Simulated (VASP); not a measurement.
Calculation: MS2 meta-GGA, VASP's PBE PAW potentials (set 64) (plane waves; VASP).

Input for VASP

File KPOINTS:
```
Automatic mesh
0
Gamma
5 5 7
0 0 0
```

**POSCAR**
```
MgF2
1.0
  4.7009622569   0.0000000000   0.0000000000
  0.0000000000   4.7009622569   0.0000000000
  0.0000000000   0.0000000000   3.1027090962
Mg F
2 4
Cart
  0.0000000000   0.0000000000   0.0000000000
  2.3504811284   2.3504811284   1.5513545481
  1.4250102171   1.4250102171   3.1027090962
  3.7754913455   0.9254709114   1.5513545481
  0.9254709114   3.7754913455   1.5513545481
  3.2759520398   3.2759520398   0.0000000000
```

### INCAR
```
# general
SYSTEM  = MgF2
PREC    = Accurate
ENCUT   = 520
LREAL   = .FALSE.   # projection in real space or not
LASPH   = .TRUE.   # aspherical one-centre terms

# electronic loop
EDIFF   = 1E-7   # SCF stop (eV)
NELM    = 100   # most electronic steps
ALGO    = Normal   # blocked Davidson
LMIXTAU = .TRUE.

# smearing
ISMEAR  = 0   # Gaussian
SIGMA   = 0.05

# functional
METAGGA = MS2

# ions
IBRION  = 2   # conjugate gradients
NSW     = 30
ISIF    = 4
EDIFFG  = -0.01   # ionic stop

# output
LWAVE   = .FALSE.
LCHARG  = .FALSE.
```

POTCAR, in this order: Mg F (PBE.64 set). Program: vasp_std.

The run wrote:

### OUTCAR
```
 ion  position               nearest neighbor table
   1  0.000  0.000  0.000-   3 2.02   6 2.02   5 2.03   4 2.03   4 2.03   5 2.03
   2  0.500  0.500  0.500-   4 2.02   5 2.02   3 2.03   6 2.03   3 2.03   6 2.03
   3  0.303  0.303  0.000-   1 2.02   2 2.03   2 2.03
   4  0.803  0.197  0.500-   2 2.02   1 2.03   1 2.03
   5  0.197  0.803  0.500-   2 2.02   1 2.03   1 2.03
   6  0.697  0.697  0.000-   1 2.02   2 2.03   2 2.03
  LATTYP: Found a simple tetragonal cell.
 ALAT       =     4.7009622569
 C/A-ratio  =     0.6600157429
 Subroutine PRICEL returns:
 Original cell was already a primitive cell.
 Subroutine GETGRP returns: Found 16 space group operations
The static configuration has the point symmetry D_2h.
 The point group associated with its full space group is D_4h.
The dynamic configuration has the point symmetry D_2h.
 Subroutine INISYM returns: Found 16 space group operations
 Subroutine IBZKPT returns following result:
 Found     24 irreducible k-points:

 Following reciprocal coordinates:
            Coordinates               Weight
  0.000000  0.000000  0.000000      1.000000
  0.200000  0.000000  0.000000      4.000000
  0.400000  0.000000  0.000000      4.000000
  0.200000  0.200000  0.000000      4.000000
  0.400000  0.200000  0.000000      8.000000
  0.400000  0.400000  0.000000      4.000000
  0.000000  0.000000  0.142857      2.000000
  0.200000  0.000000  0.142857      8.000000
  0.400000  0.000000  0.142857      8.000000
  0.200000  0.200000  0.142857      8.000000
  0.400000  0.200000  0.142857     16.000000
  0.400000  0.400000  0.142857      8.000000
  0.000000  0.000000  0.285714      2.000000
  0.200000  0.000000  0.285714      8.000000
  0.400000  0.000000  0.285714      8.000000
  0.200000  0.200000  0.285714      8.000000
  0.400000  0.200000  0.285714     16.000000
  0.400000  0.400000  0.285714      8.000000
  0.000000  0.000000  0.428571      2.000000
  0.200000  0.000000  0.428571      8.000000
  0.400000  0.000000  0.428571      8.000000
  0.200000  0.200000  0.428571      8.000000
  0.400000  0.200000  0.428571     16.000000
  0.400000  0.400000  0.428571      8.000000
   k-points           NKPTS =     24   k-points in BZ     NKDIM =     24   number of bands    NBANDS=     20
   number of dos      NEDOS =    301   number of ions     NIONS =      6
   total plane-waves  NPLWV =  31104
   dimension x,y,z NGX =    36 NGY =   36 NGZ =   24
   dimension x,y,z NGXF=    72 NGYF=   72 NGZF=   48
   ions per type =               2   4
   PREC   = accura    normal or accurate (medium, high low for compatibility)
   ISTART =      0    job   : 0-new  1-cont  2-samecut
   ICHARG =      2    charge: 1-file 2-atom 10-const
   ISPIN  =      1    spin polarized calculation?
   LNONCOLLINEAR =      F non collinear calculations
   LSORBIT =      F    spin-orbit coupling
   INIWAV =      1    electr: 0-lowe 1-rand  2-diag
   ENCUT  =  520.0 eV  38.22 Ry    6.18 a.u.   8.74  8.74  5.77*2*pi/ulx,y,z
   NELM   =    100;   NELMIN=  2; NELMDL= -5     # of ELM steps
   EDIFF  = 0.1E-06   stopping-criterion for ELM
   LREAL  =      F    real-space projection
   NLSPLINE    = F    spline interpolate recip. space projectors
   LMAXMIX     =    2 max onsite mixed and CHGCAR
   VOSKOWN=      0    Vosko Wilk Nusair interpolation
   EDIFFG = -.1E-01   stopping-criterion for IOM
   NSW    =     30    number of steps for IOM
   NBLOCK =      1;   KBLOCK =     30    inner block; outer block
   IBRION =      2    ionic relax: 0-MD 1-quasi-New 2-CG
   NFREE  =      1    steps in history (QN), initial steepest desc. (CG)
   ISIF   =      4    stress and relaxation
   ISYM   =      2    0-nonsym 1-usesym 2-fastsym
   TEIN   =    0.0    initial temperature
   TEBEG  =    0.0;   TEEND  =   0.0 temperature during run
...
```

### OSZICAR
```
       N       E                     dE             d eps       ncg     rms          rms(c)
DAV:   1     0.162906818519E+03    0.16291E+03   -0.17915E+04  1000   0.145E+03
DAV:   2    -0.514642769655E+02   -0.21437E+03   -0.20778E+03  1320   0.327E+02
DAV:   3    -0.599252252296E+02   -0.84609E+01   -0.84423E+01  1124   0.682E+01
DAV:   4    -0.599581184565E+02   -0.32893E-01   -0.32885E-01  1072   0.479E+00
DAV:   5    -0.599582664100E+02   -0.14795E-03   -0.14794E-03  1112   0.326E-01    0.962E+00
DAV:   6    -0.563643652067E+02    0.35939E+01   -0.10990E+01   968   0.301E+01    0.223E+00
DAV:   7    -0.533542603521E+02    0.30101E+01   -0.13866E+01   960   0.456E+01    0.420E+00
DAV:   8    -0.630081093385E+02   -0.96538E+01   -0.70499E-01  1112   0.107E+01    0.566E+00
DAV:   9    -0.494150054008E+02    0.13593E+02   -0.74668E+00   988   0.318E+01    0.340E+00
DAV:  10    -0.484978553303E+02    0.91715E+00   -0.12639E+00   960   0.111E+01    0.834E-01
DAV:  11    -0.484303193229E+02    0.67536E-01   -0.15232E-02  1084   0.124E+00    0.701E-01
DAV:  12    -0.484474611287E+02   -0.17142E-01   -0.38382E-03  1008   0.754E-01    0.696E-01
DAV:  13    -0.485111407775E+02   -0.63680E-01   -0.94064E-03  1036   0.987E-01    0.487E-01
DAV:  14    -0.487877090162E+02   -0.27657E+00   -0.98586E-02   960   0.367E+00    0.325E-01
DAV:  15    -0.489012752333E+02   -0.11357E+00   -0.43757E-02   960   0.234E+00    0.176E-01
DAV:  16    -0.489048353472E+02   -0.35601E-02   -0.27559E-03  1128   0.509E-01    0.148E-01
DAV:  17    -0.489042919480E+02    0.54340E-03   -0.26210E-05  1048   0.508E-02    0.153E-01
DAV:  18    -0.489082798983E+02   -0.39880E-02   -0.31506E-03   960   0.551E-01    0.116E-01
DAV:  19    -0.489082133115E+02    0.66587E-04   -0.38642E-04  1068   0.232E-01    0.485E-02
DAV:  20    -0.489081225911E+02    0.90720E-04   -0.11285E-04   968   0.953E-02    0.323E-02
DAV:  21    -0.489081049079E+02    0.17683E-04   -0.20673E-06  1100   0.153E-02    0.359E-02
DAV:  22    -0.489082633891E+02   -0.15848E-03   -0.65263E-05   960   0.953E-02    0.148E-02
DAV:  23    -0.489082621082E+02    0.12809E-05   -0.78534E-06  1056   0.320E-02    0.116E-02
DAV:  24    -0.489082691495E+02   -0.70413E-05   -0.11464E-06   972   0.142E-02    0.112E-02
DAV:  25    -0.489082685167E+02    0.63281E-06   -0.50152E-06   972   0.208E-02    0.585E-03
DAV:  26    -0.489082679493E+02    0.56743E-06   -0.26414E-07   760   0.459E-03    0.480E-03
DAV:  27    -0.489082670172E+02    0.93208E-06   -0.37523E-06   984   0.163E-02    0.429E-04
DAV:  28    -0.489082672839E+02   -0.26666E-06   -0.11204E-07   628   0.401E-03    0.177E-04
DAV:  29    -0.489082673501E+02   -0.66226E-07   -0.11777E-08   496   0.138E-03
   1 F= -.48908267E+02 E0= -.48908267E+02  d E =-.489083E+02
       N       E                     dE             d eps       ncg     rms          rms(c)
DAV:   1    -0.489064654062E+02    0.18019E-02   -0.61088E-01   960   0.730E+00    0.233E-01
DAV:   2    -0.489078278437E+02   -0.13624E-02   -0.36485E-02   960   0.167E+00    0.134E-01
DAV:   3    -0.489095846929E+02   -0.17568E-02   -0.31659E-03   976   0.573E-01    0.668E-02
DAV:   4    -0.489095719292E+02    0.12764E-04   -0.10469E-03   968   0.355E-01    0.126E-02
DAV:   5    -0.489096746056E+02   -0.10268E-03   -0.52115E-04  1020   0.250E-01    0.827E-03
DAV:   6    -0.489096748304E+02   -0.22484E-06   -0.58766E-05  1060   0.108E-01    0.394E-03
DAV:   7    -0.489096615533E+02    0.13277E-04   -0.21430E-05  1016   0.694E-02    0.198E-03
DAV:   8    -0.489096608887E+02    0.66460E-06   -0.46568E-06   972   0.262E-02    0.421E-04
DAV:   9    -0.489096609722E+02   -0.83422E-07   -0.22414E-07   708   0.677E-03
   2 F= -.48909661E+02 E0= -.48909661E+02  d E =-.139362E-02
       N       E                     dE             d eps       ncg     rms          rms(c)
DAV:   1    -0.489058896178E+02    0.37713E-02   -0.82950E-01   960   0.850E+00    0.271E-01
DAV:   2    -0.489077187219E+02   -0.18291E-02   -0.49557E-02   960   0.195E+00    0.156E-01
DAV:   3    -0.489101235704E+02   -0.24048E-02   -0.43208E-03   976   0.669E-01    0.778E-02
DAV:   4    -0.489101035217E+02    0.20049E-04   -0.14268E-03   968   0.415E-01    0.147E-02
DAV:   5    -0.489102467979E+02   -0.14328E-03   -0.70824E-04  1020   0.292E-01    0.962E-03
DAV:   6    -0.489102460766E+02    0.72126E-06   -0.77801E-05  1072   0.124E-01    0.465E-03
DAV:   7    -0.489102297132E+02    0.16363E-04   -0.28584E-05  1016   0.803E-02    0.239E-03
DAV:   8    -0.489102288350E+02    0.87817E-06   -0.66881E-06   972   0.314E-02    0.500E-04
DAV:   9    -0.489102289555E+02   -0.12042E-06   -0.32077E-07   968   0.801E-03    0.280E-04
DAV:  10    -0.489102287683E+02    0.18718E-06   -0.90576E-08   576   0.418E-03    0.118E-04
DAV:  11    -0.489102288701E+02   -0.10179E-06   -0.51798E-08   576   0.303E-03    0.337E-05
DAV:  12    -0.489102288692E+02    0.91086E-09   -0.35856E-09   484   0.774E-04
   3 F= -.48910229E+02 E0= -.48910229E+02  d E =-.196152E-02
```

**OUTCAR**
```
------------------------ aborting loop because EDIFF is reached ----------------------------------------
  FORCE on cell =-STRESS in cart. coord.  units (eV):
  Direction    XX          YY          ZZ          XY          YZ          ZX
  --------------------------------------------------------------------------------------
  Total       -2.2413126     -2.2413126     -2.2523332     -0.0000000      0.0000000      0.0000000
  in kB      -52.3719128    -52.3719128    -52.6294250     -0.0000000      0.0000000      0.0000000
  external PRESSURE =     -52.4577502 kB  Pullay stress =       0.0000000 kB
  volume of cell :       68.57
      direct lattice vectors                 reciprocal lattice vectors
     4.709715164  0.000000000  0.000000000     0.212327065  0.000000000  0.000000000
     0.000000000  4.709715164  0.000000000    -0.000000000  0.212327065  0.000000000
     0.000000000  0.000000000  3.091187173     0.000000000  0.000000000  0.323500307
 POSITION                                       TOTAL-FORCE (eV/Angst)
 -----------------------------------------------------------------------------------
      0.00000      4.70972      0.00000         0.000000      0.000000      0.000000
      2.35486      2.35486      1.54559         0.000000      0.000000      0.000000
      1.43364      1.43364      0.00000        -0.000839     -0.000839     -0.000000
      3.78850      0.92121      1.54559        -0.000839      0.000839      0.000000
      0.92121      3.78850      1.54559         0.000839     -0.000839      0.000000
      3.27607      3.27607      0.00000         0.000839      0.000839      0.000000
 -----------------------------------------------------------------------------------
    total drift:                                0.000000      0.000000      0.000000
  FREE ENERGIE OF THE ION-ELECTRON SYSTEM (eV)
  ---------------------------------------------------
  free  energy   TOTEN  =       -48.9102288692 eV

  energy  without entropy=      -48.9102288692  energy(sigma->0) =      -48.91022887

 reached required accuracy - stopping structural energy minimisation
```
(Selected blocks of OUTCAR.)

CONTCAR:
```
MgF2
   1.00000000000000
     4.7097151641032307    0.0000000000000000    0.0000000000000000
     0.0000000000000000    4.7097151641032307    0.0000000000000000
     0.0000000000000000    0.0000000000000000    3.0911871727628979
  Mg              F
     2     4
Direct
     0.0000000000000000    1.0000000000000000    0.0000000000000000
     0.5000000000000000    0.5000000000000000    0.5000000000000000
     0.3044014954980481    0.3044014954980481    0.0000000000000000
     0.8044014954980480    0.1955985045019520    0.5000000000000000
     0.1955985045019520    0.8044014954980480    0.5000000000000000
     0.6955985045019520    0.6955985045019520    0.0000000000000000
```

The compound is MgF2 in the rutile structure. This cell is one point of a volume scan, at 1.06 of the reference volume. Symmetry was kept, so distortions that lower it aren't found.
